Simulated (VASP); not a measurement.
# Zn (P1) in VASP: single point with PBE

Aim: the single point of Zn with PBE.

All numbers are computed with VASP 6.6.1; they aren't measurements. Logs are shortened: lines on timing, memory, paths and dates and some standing lists are left out, and cuts for length are marked.

**1. The cell of the first run**

The typed cell holds 4 atoms: a = 3.058 Å, b = 4.681 Å, c = 5.083 Å, α = 90.60°, β = 85.02°, γ = 118.96°.

The cell was built by a generator and needn't be a form met in nature.

**2. Single point, PBE (random cell without symmetry)**

The input, INCAR:

```
ALGO = Normal
EDIFF = 1E-7
ENCUT = 520
GGA = PE
ISIF = 2
ISMEAR = 0
LASPH = True
LCHARG = False
LREAL = False
LWAVE = False
NBANDS = 32
NELM = 100
PREC = Accurate
SIGMA = 0.1
```

The input, KPOINTS:

```
k-points
0
Gamma
  6 4 4
```

The input, POSCAR:

```
Zn
1.0
    3.0429041190     -0.2920845871      0.0722230542
   -1.8721454396      4.2822461804      0.2540858611
    0.3015533772     -0.2274953014      5.0690995664
Zn
4
Direct
    0.3723379686      0.5323626271      0.1423072131
    0.3173646134      1.0168471481      0.3941567439
    0.3528920603      0.0270429854      0.8925617560
    0.3176775357      0.5168054361      0.6447270249
```

Potentials or basis: VASP PAW PBE potentials, release 64 (Zn).

On the command line:

```sh
cat potpaw_PBE.64/Zn/POTCAR > POTCAR
mpirun -np 1 vasp_std > vasp.out
```

OUTCAR:

```text
EDIFF = 1E-7
   ENCUT = 520
   GGA = PE
   ISIF = 2
   ISMEAR = 0
   LASPH = True
   LREAL = False
   NELM = 100
   PREC = Accurate

 ion  position               nearest neighbor table
   1  0.372  0.532  0.142-   4 2.54   4 2.55   3 2.65   2 2.66   2 2.67   3 2.68   3 2.94
   2  0.317  0.017  0.394-   3 2.54   3 2.54   4 2.65   1 2.66   1 2.67   4 2.68   4 2.98
   3  0.353  0.027  0.893-   2 2.54   2 2.54   4 2.65   1 2.65   4 2.68   1 2.68   4 2.90   1 2.94

   4  0.318  0.517  0.645-   1 2.54   1 2.55   3 2.65   2 2.65   2 2.68   3 2.68   3 2.90   2 2.98

  LATTYP: Found a triclinic cell.
 ALAT       =     3.0577434577
 B/A-ratio  =     1.5307053606
 C/A-ratio  =     1.6623874766
 COS(alpha) =     0.0105396361
 COS(beta)  =     0.0868656812
 COS(gamma) =     0.4841595971

  Lattice vectors:

 A1 = (  -3.0429041190,   0.2920845871,  -0.0722230542)
 A2 = (  -1.8721454396,   4.2822461804,   0.2540858611)
 A3 = (  -0.3015533772,   0.2274953014,  -5.0690995664)

Analysis of symmetry for initial positions (statically):
=====================================================================
 Subroutine PRICEL returns:
 Original cell was already a primitive cell.

 Routine SETGRP: Setting up the symmetry group for a
 triclinic supercell.

 Subroutine GETGRP returns: Found  1 space group operations
 (whereof  1 operations were pure point group operations)
 out of a pool of  2 trial point group operations.

The static configuration has the point symmetry C_1 .

Analysis of symmetry for dynamics (positions and initial velocities):
=====================================================================
 Subroutine PRICEL returns:
 Original cell was already a primitive cell.

 Routine SETGRP: Setting up the symmetry group for a
 triclinic supercell.

 Subroutine GETGRP returns: Found  1 space group operations
 (whereof  1 operations were pure point group operations)
 out of a pool of  2 trial point group operations.

The dynamic configuration has the point symmetry C_1 .

 Subroutine INISYM returns: Found  1 space group operations
 (whereof  1 operations are pure point group operations),
 and found     1 'primitive' translations

----------------------------------------------------------------------------------------

                                     Primitive cell

  volume of cell :      63.3718

  direct lattice vectors                    reciprocal lattice vectors
     3.042904119 -0.292084587  0.072223054     0.343448172  0.150961613 -0.013656251
    -1.872145440  4.282246180  0.254085861     0.023104520  0.243057639  0.009533690
     0.301553377 -0.227495301  5.069099566    -0.006051451 -0.014333989  0.196990394

  length of vectors
     3.057743458  4.680504302  5.083154431     0.375409841  0.244339366  0.197603893

  position of ions in fractional coordinates (direct lattice)
     0.372337969  0.532362627  0.142307213
     0.317364613  0.016847148  0.394156744
     0.352892060  0.027042985  0.892561756
     0.317677536  0.516805436  0.644727025

  ion indices of the primitive-cell ions
   primitive index   ion index
                 1           1
                 2           2
                 3           3
                 4           4

----------------------------------------------------------------------------------------

 KPOINTS: k-points

Automatic generation of k-mesh.
 Grid dimensions read from file:
 generate k-points for:    6    4    4

 Generating k-lattice:

  Cartesian coordinates                     Fractional coordinates (reciprocal lattice)
     0.057241362  0.025160269 -0.002276042     0.166666667  0.000000000  0.000000000
     0.005776130  0.060764410  0.002383423     0.000000000  0.250000000  0.000000000
    -0.001512863 -0.003583497  0.049247598     0.000000000 -0.000000000  0.250000000

  Length of vectors
     0.062568307  0.061084842  0.049400973

  Shift w.r.t. Gamma in fractional coordinates (k-lattice)
     0.000000000  0.000000000  0.000000000

 Subroutine IBZKPT returns following result:
 ===========================================

 Found     52 irreducible k-points:

 Following reciprocal coordinates:
            Coordinates               Weight
  0.000000  0.000000  0.000000      1.000000
  0.166667  0.000000  0.000000      2.000000
  0.333333  0.000000  0.000000      2.000000
  0.500000 -0.000000  0.000000      1.000000
  0.000000  0.250000 -0.000000      2.000000
  0.166667  0.250000  0.000000      2.000000
[... 16 lines left out ...]
  0.333333  0.250000  0.250000      2.000000
  0.500000  0.250000  0.250000      2.000000
 [... further k-points ...]
   k-points           NKPTS =     52   k-points in BZ     NKDIM =     52   number of bands    NBANDS=     32
   number of dos      NEDOS =    301   number of ions     NIONS =      4
   total plane-waves  NPLWV =  34560
   dimension x,y,z NGX =    24 NGY =   36 NGZ =   40
   dimension x,y,z NGXF=    48 NGYF=   72 NGZF=   80
   ions per type =               4
   NGX,Y,Z   is equivalent  to a cutoff of  13.05, 12.79, 13.08 a.u.
   NGXF,Y,Z  is equivalent  to a cutoff of  26.10, 25.57, 26.16 a.u.
 SYSTEM =  unknown system
   PREC   = accura    normal or accurate (medium, high low for compatibility)
   ISTART =      0    job   : 0-new  1-cont  2-samecut
   ICHARG =      2    charge: 1-file 2-atom 10-const
   ISPIN  =      1    spin polarized calculation?
   LNONCOLLINEAR =      F non collinear calculations
   LSORBIT =      F    spin-orbit coupling
   LASPH  =      T    aspherical Exc in radial PAW
   ENCUT  =  520.0 eV  38.22 Ry    6.18 a.u.   5.69  8.70  9.45*2*pi/ulx,y,z
   NELM   =    100;   NELMIN=  2; NELMDL= -5     # of ELM steps
   EDIFF  = 0.1E-06   stopping-criterion for ELM
   LREAL  =      F    real-space projection
   EDIFFG = 0.1E-05   stopping-criterion for IOM
   NSW    =      0    number of steps for IOM
   IBRION =     -1    ionic relax: 0-MD 1-quasi-New 2-CG
   NFREE  =      0    steps in history (QN), initial steepest desc. (CG)
   ISIF   =      2    stress and relaxation
   ISYM   =      2    0-nonsym 1-usesym 2-fastsym
   POTIM  = 0.5000    time-step for ionic-motion
   TEBEG  =    0.0;   TEEND  =   0.0 temperature during run
   PSTRESS=    0.0 pullay stress
   NELECT =      48.0000    total number of electrons
   NUPDOWN=      -1.0000    fix difference up-down
   EMIN   =  10.00;   EMAX   =-10.00  energy-range for DOS
   EFERMI =   0.00;   METHOD = LEGACY
   ISMEAR =     0;   SIGMA  =   0.10  broadening in eV -4-tet -1-fermi 0-gaus
   EFERMI_NEDOS =   21; number of points for ismear=-14 and -15
   IALGO  =     38    algorithm
   IMIX   =      4    mixing-type and parameters
     AMIX     =   0.40;   BMIX     =  1.00
     AMIX_MAG =   1.60;   BMIX_MAG =  1.00
  volume/ion in A,a.u.               =      15.84       106.91
  Fermi-wavevector in a.u.,A,eV,Ry     =   1.492301  2.820041 30.299673  2.226963
  Thomas-Fermi vector in A             =   2.604847
   LORBIT       =      0    0 simple, 1 ext, 2 COOP (PROOUT), +10 PAW based schemes
   GGA     = PE    functional components
   LHFCALC =     F    Hartree Fock is set to
   AEXX    =    0.0000 exact exchange contribution
   IVDW    =     0    specifies the selected vdW correction
   LEPSILON=     F    determine dielectric tensor
   LRPA    =     F    only Hartree local field effects (RPA)
 non-spin polarized calculation
 Gauss-broadening in eV      SIGMA  =   0.10
  energy-cutoff  :      520.00
  volume of cell :       63.37
 maximum number of plane-waves:      1723
   NGX = 11   NGY = 17   NGZ = 19

 number of electron      48.0000004 magnetization

 Free energy of the ion-electron system (eV)
  ---------------------------------------------------
  ext. energy  EPLUGINS =         0.00000000
  ---------------------------------------------------
  free energy    TOTEN  =        -4.36808881 eV

  energy without entropy =       -4.36755815  energy(sigma->0) =       -4.36782348

 E-fermi :   2.6686     XC(G=0): -11.3090

 val. band max:        2.5101466260   @ k =   0.1667   0.0000   0.5000
 cond. band min:       2.7960029445   @ k =   0.3333   0.2500   0.0000
 fundamental gap:      0.2858563185
 Fermi energy:         2.6685947501

 k-point     1 :       0.0000    0.0000    0.0000
  band No.  band energies     occupation
      1      -7.3114      2.00000
      2      -5.6493      2.00000
      3      -5.3211      2.00000
      4      -5.1506      2.00000
      5      -5.0893      2.00000
      6      -5.0743      2.00000
[... 24 lines left out ...]
     31      12.8269      0.00000
     32      13.3520      0.00000

 k-point     2 :       0.1667    0.0000    0.0000
  band No.  band energies     occupation
      1      -6.8069      2.00000
      2      -5.6197      2.00000
      3      -5.1992      2.00000
      4      -5.1598      2.00000
      5      -5.1370      2.00000
      6      -5.0341      2.00000
[... 24 lines left out ...]
     31      10.6851      0.00000
     32      12.5570      0.00000

 k-point     3 :       0.3333    0.0000    0.0000
  band No.  band energies     occupation
      1      -5.9962      2.00000
      2      -5.5979      2.00000
      3      -5.1807      2.00000
      4      -5.1488      2.00000
      5      -5.1357      2.00000
      6      -5.1260      2.00000
[... 24 lines left out ...]
     31       9.7042      0.00000
     32      10.1327      0.00000

 k-point     4 :       0.5000   -0.0000    0.0000
  band No.  band energies     occupation
      1      -5.8390      2.00000
      2      -5.6205      2.00000
      3      -5.1981      2.00000
      4      -5.1922      2.00000
      5      -5.1440      2.00000
      6      -5.0650      2.00000
[... 24 lines left out ...]
     31       8.1984      0.00000
     32       8.2682      0.00000

 k-point     5 :       0.0000    0.2500   -0.0000
  band No.  band energies     occupation
      1      -6.7537      2.00000
      2      -5.5970      2.00000
      3      -5.3872      2.00000
      4      -5.3830      2.00000
      5      -5.2191      2.00000
      6      -5.1006      2.00000
[... 584 lines left out ...]
     31      12.7320      0.00000
     32      13.4051      0.00000

 k-point    22 :       0.1667    0.2500    0.2500
  band No.  band energies     occupation
      1      -5.7490      2.00000
      2      -5.3868      2.00000
      3      -5.3579      2.00000
      4      -5.2568      2.00000
      5      -5.0624      2.00000
      6      -4.9854      2.00000
[... 24 lines left out ...]
     31      11.6208      0.00000
     32      14.3309      0.00000

 k-point    23 :       0.3333    0.2500    0.2500
  band No.  band energies     occupation
      1      -5.4949      2.00000
      2      -5.3922      2.00000
      3      -5.3338      2.00000
      4      -5.2392      2.00000
      5      -5.0629      2.00000
      6      -5.0237      2.00000
[... 24 lines left out ...]
     31      12.5212      0.00000
     32      14.2714      0.00000

 k-point    24 :       0.5000    0.2500    0.2500
  band No.  band energies     occupation
      1      -5.4880      2.00000
      2      -5.4059      2.00000
      3      -5.3758      2.00000
      4      -5.2931      2.00000
      5      -5.1988      2.00000
      6      -5.1579      2.00000
[... 24 lines left out ...]
     31       9.1559      0.00000
     32       9.9152      0.00000

 [... further k-points ...]

------------------------ aborting loop because EDIFF is reached ----------------------------------------

  FORCE on cell =-STRESS in cart. coord.  units (eV):
  Direction    XX          YY          ZZ          XY          YZ          ZX
  --------------------------------------------------------------------------------------
  -------------------------------------------------------------------------------------
  Total        0.0141395      0.0873175      0.1914972     -0.0697175      0.0706670     -0.0064169
  in kB        0.3574778      2.2075756      4.8414647     -1.7626102      1.7866164     -0.1622334
  external PRESSURE =       2.4688393 kB  Pullay stress =       0.0000000 kB

 VOLUME and BASIS-vectors are now :
 -----------------------------------------------------------------------------
  energy-cutoff  :      520.00
  volume of cell :       63.37
      direct lattice vectors                 reciprocal lattice vectors
     3.042904119 -0.292084587  0.072223054     0.343448172  0.150961613 -0.013656251
    -1.872145440  4.282246180  0.254085861     0.023104520  0.243057639  0.009533690
     0.301553377 -0.227495301  5.069099566    -0.006051451 -0.014333989  0.196990394

 POSITION                                       TOTAL-FORCE (eV/Angst)
 -----------------------------------------------------------------------------------
      0.17924      2.13858      0.88353         0.002730      0.001009     -0.000013
      1.05303     -0.11022      2.02522        -0.003111     -0.001066     -0.000073
      1.29234     -0.19032      4.55684         0.001560     -0.000221     -0.001217
      0.19355      1.97363      3.42244        -0.001178      0.000278      0.001304
 -----------------------------------------------------------------------------------
    total drift:                               -0.000323      0.001450      0.000826

  FREE ENERGIE OF THE ION-ELECTRON SYSTEM (eV)
  ---------------------------------------------------
  free  energy   TOTEN  =        -4.3680888114 eV

  energy  without entropy=       -4.3675581453  energy(sigma->0) =       -4.36782348
```

It took 79 s on 1 thread of Intel Xeon Platinum 8259CL at 2.50GHz (Skylake/Cascade Lake), shared host; peak memory 0.22 GiB.

Results:

| Item | Value |
| --- | --- |
| Free energy | -4.3681 eV |
| Pressure | 0.2 GPa |
| Largest force | 0.003 eV/Å |
| Band gap on the k mesh | none (metal or under the smearing width) |

Forces in eV/Å, atoms in the order of the input:
```
Zn   0.003  0.001  0.000
Zn  -0.003 -0.001  0.000
Zn   0.002  0.000 -0.001
Zn  -0.001  0.000  0.001
```

Levels at points of the mesh, in eV from the Fermi level:
| k point | band 21 | band 22 | band 23 | band 24 | band 25 | band 26 | band 27 | band 28 |
| --- | --- | --- | --- | --- | --- | --- | --- | --- |
| (0.00, 0.00, 0.00) | -6.69 | -3.23 | -3.22 | -1.25 | 1.05 | 5.41 | 5.47 | 6.30 |
| (0.50, 0.00, 0.00) | -3.87 | -3.62 | -2.33 | -0.67 | 0.59 | 0.66 | 3.33 | 3.42 |
| (0.00, 0.50, 0.00) | -6.68 | -6.66 | -2.16 | -1.77 | -0.25 | 0.42 | 7.55 | 7.75 |
| (0.50, 0.50, 0.00) | -5.01 | -4.99 | -1.03 | 0.26 | 1.49 | 1.98 | 2.13 | 3.31 |
| (0.00, 0.00, 0.50) | -6.95 | -6.94 | 0.78 | 0.79 | 2.10 | 2.16 | 4.39 | 4.42 |
| (0.50, 0.00, 0.50) | -3.17 | -3.13 | -1.47 | -1.34 | -0.33 | -0.29 | 0.44 | 0.48 |
| (0.00, 0.50, 0.50) | -5.67 | -5.64 | -5.45 | -5.39 | 6.29 | 6.37 | 7.05 | 7.22 |
| (0.50, 0.50, 0.50) | -4.02 | -4.02 | -3.29 | -3.26 | 2.60 | 3.05 | 3.94 | 4.41 |

Caveat: the k mesh is coarse (spacing up to 0.39 Å⁻¹), so the values aren't converged.
